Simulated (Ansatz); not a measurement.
# Zone-centre phonons of Ga at 10 GPa: input and output

These are results of DFT PBEsol, scalar-relativistic, plane waves, PAW (Ansatz), not measurements.

Launched with:
```bash
ansatz run input.yaml --threads 1 --pin off --max-ram 3072MiB --backend cpu --events-out ev --progress --plain --runs-dir out
```

Input (bare energies are in eV):
```yaml
crystal:
  lattice:
    - [1.3176217821, -3.859791744, -0.0213618139]
    - [1.3176217821, 3.859791744, -0.0213618139]
    - [-0.1639332158, 0.0, 3.1292133347]
  atoms:
    - { symbol: Ga, position: [0.8667484427, 0.1332515573, 0.25] }
    - { symbol: Ga, position: [0.1332515573, 0.8667484427, 0.75] }
basis:
  ecutwfc: 420
kpoints:
  mp_grid: { grid: [16, 16, 12] }
hamiltonian:
  xc: pbesol
scf:
  occupations: { method: fermi_dirac, width: 0.15 }
output:
  eigenvalues: true
phonons:
  method: dfpt
  eigenvectors: true
```

The end of the output:
```
--- Phonons (Γ-DFPT): 3 representative perturbations + reference, on 826 of 3072 k-points (Σ response iterations 11) ---
  k mesh reduced under 2 symmetry operations, with k and −k counted as one. Each operation leaves every solved displacement unchanged or reverses it
  ASR residual: 5.505e-5 → 0.000e0 eV/Å²; symmetrization residual: 2.025e-6 eV/Å²
  ASR residual per site (eV/Å²): 5.50e-5 5.50e-5
  Γ frequencies (cm⁻¹): 0.00 0.00 0.00 61.78 152.56 239.18
  non-analytic LO–TO correction: not included (Born effective charges unavailable; polar crystals: no LO–TO splitting at Γ)
```

Time: 88 s on 1 thread of Intel(R) Xeon(R) 6975P-C (Granite Rapids), on a shared host, peak memory 1.7 GiB.

In a metal, frequencies and elastic constants depend on the k mesh and the smearing, soft modes and shear constants most. Other phases may be more stable at this pressure.

This form isn't the element's structure at ambient conditions.